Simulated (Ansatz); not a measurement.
## Sb under changes of volume

One of the cells (30.206 Å³/atom); the others are scaled copies at fixed shape and fractional positions:

```xyz
2
Lattice="2.1542 1.2437 3.7580 -2.1542 1.2437 3.7580 0.0000 -2.4875 3.7580" Properties=species:S:1:pos:R:3 pbc="T T T"
Sb    0.0000    0.0000    8.6416
Sb    0.0000    0.0000    2.6324
```

| Item | Value |
| --- | --- |
| Program | Ansatz 0.2.0 |
| Functional | HSE06 |
| Potentials or basis | Ansatz PAW |
| Cutoff | 420 eV (not typed: the program's choice for these potentials) |
| k mesh | 4 × 4 × 4 |
| Occupations | fermi-dirac, width 0.05 eV |
| Spin | no spin polarisation |

```csv
volume (Å³/atom),energy over the lowest point (meV/atom),pressure (GPa),gap on the mesh (eV),largest force (eV/Å)
28.393,?,?,?,?
28.998,16.45,3.5,0.24,0.096
29.602,5.87,2.1,0.27,0.214
30.206,0.58,0.8,0.29,0.325
30.810,0.00,-0.4,0.32,0.427
31.414,3.63,-1.5,0.34,0.522
32.018,11.05,-2.4,0.36,0.610
```

What does the run at 28.393 Å³/atom give?

Energy over the lowest point 32.90 meV/atom; pressure 5.2 GPa; gap on the mesh 0.21 eV; largest force 0.032 eV/Å.

Worked out: A Birch-Murnaghan fit of order 3 (a polynomial in V^(-2/3)) to the other rows has its minimum at 30.58 Å³/atom with B0 = V·E''(V) = 59 GPa and B' = 4.7 at fixed shape and positions, which overstates the stiffness. It gives 32.96 meV/atom at 28.393 Å³/atom, against the run's 32.90, and -dE/dV = 5.2 GPa, against 5.2. A straight line through the other rows of the gap, of slope 1.21 eV per unit of ln V, extrapolates to 0.22 eV, against the run's 0.21.

Energies are extrapolated to zero smearing.

Caveats: all runs use coarse meshes; spin-orbit coupling is left out, which moves the levels of the heavy elements; the PAW data sets come from PBE, with cores solved anew for the run's functional, which leaves a small shift of forces and pressure; the thresholds are loose for stress.

A mesh can miss the band edges.
